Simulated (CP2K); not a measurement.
# SnSe under changes of volume

One of the cells (27.271 Å³/atom); the others are scaled copies at fixed shape and fractional positions:

```xyz
2
Lattice="4.2568 0.0000 0.0000 2.1284 3.6865 0.0000 2.1284 1.2288 3.4756" Properties=species:S:1:pos:R:3 pbc="T T T"
Sn    0.0000    0.0000    0.0000
Se    4.2568    2.4577    1.7378
```

Measurements of this composition are mostly on another form, of space group No. 62.

| Quantity | Value |
| --- | --- |
| Program | CP2K 2026.2 |
| Functional | LDA |
| Potentials or basis | GTH_POTENTIALS Sn GTH-PADE-q4, Se GTH-PADE-q6; TZVP-MOLOPT-PBE-GTH basis |
| Density cutoff | 6123 eV |
| k mesh | 8 × 8 × 8 |
| Occupations | fermi-dirac, width 0.0259 eV |
| Spin | no spin polarisation |

```tsv
volume (Å³/atom)	energy over the lowest point (meV/atom)	pressure (GPa)	gap on the mesh (eV)
25.635	0.00	-0.1	0.79
26.180	2.30	-1.3	0.76
26.725	8.39	-2.3	0.69
27.271	17.86	-3.2	0.60
27.816	30.37	-4.1	0.52
28.362	45.57	-4.8	0.45
28.907	?	?	?
```

Q: What does the run at 28.907 Å³/atom give?

A: Energy over the lowest point 63.18 meV/atom; pressure -5.5 GPa; gap on the mesh 0.38 eV.

Worked out: A Birch-Murnaghan fit of order 3 (a polynomial in V^(-2/3)) to the other rows has its minimum at 25.60 Å³/atom, just outside them, with B0 = V·E''(V) = 59 GPa and B' = 4.4. It gives 63.16 meV/atom at 28.907 Å³/atom, against the run's 63.18, and -dE/dV = -5.5 GPa, against -5.5. A parabola through the other rows of the gap, of slope -5.28 eV per unit of ln V there, extrapolates to 0.35 eV, against the run's 0.38.

Energies are extrapolated to zero smearing.

Caveats: spin-orbit coupling is left out, which moves the levels of the heavy elements; the basis of atomic orbitals isn't converged, which shifts pressures, moduli and gaps.

A mesh can miss the band edges.
